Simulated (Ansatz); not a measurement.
CdSe: energy above lowest point against volume scale

All results are calculated (Ansatz 0.2.0). Free energy against uniform scaling of the volume at fixed shape and fractions; periodic cell, basis, potentials, k mesh and filling as listed.

The cell before it is scaled or strained (space group F-43m, No. 216):
```
cell vectors (Å)
   0.0000     3.0703     3.0703
   3.0703     0.0000     3.0703
   3.0703     3.0703     0.0000
atoms (fractions of the cell vectors)
Cd  0.00000  0.00000  0.00000
Se  0.75000  0.75000  0.75000
```

Settings of every row: functional PBEsol; dispersion none; potentials PAW; wave cutoff 500 eV; density cutoff 2000 eV; k mesh 6x6x6; k shift 0x0x0; occupations fixed; smearing width 0 eV; spin none.

Limits: coarse k mesh, up to 40 meV an atom off.

```
row  volume scale  V (Å³/atom)  energy above lowest point (meV/atom)
  1          0.88        25.47                                  48.5
  2          0.92       26.627                                     ?
  3          0.96       27.785                                     0
  4             1       28.943                                     3
  5          1.04       30.101                                  19.2
  6          1.08       31.258                                  45.8
  7          1.12       32.416                                  80.6
```

Question: what energy above lowest point should row 2 give?

Worked fit of energy above lowest point. Take u = (V_r/V)^(2/3) − 1 with V_r = 29.522 Å³ an atom, which is twice the finite (Eulerian) strain; such expansions in the strain, on which the Birch-Murnaghan equation of state is built, carry the rest volume and the bulk modulus. The shown rows have u = 0.10343, 0.04125, 0.01329, -0.01286, -0.03738, -0.06044. Least squares give energy above lowest point = 9.65 − 623.81 × u + 9309.7 × u² + 3419 × u³ meV/atom; a parabola predicts inner rows, each left out in turn, worse (root mean square 0.55 against 0.015 meV/atom). All shown rows lie on it to the printed digit. Its lowest point lies at u = 0.0329, or V = 28.12 Å³ an atom, and the curvature there gives the bulk modulus at fixed shape and fractions, B = (4/9)(1 + u)² E″(u)/V = 52.1 GPa. The withheld row has u = 0.07123, so the fit gives 9.65 − 623.81 × (0.07123) + 9309.7 × (0.07123)² + 3419 × (0.07123)³ = 13.7 meV/atom.

The calculation gave 13.7 meV/atom. The fit meets it to the printed digit.
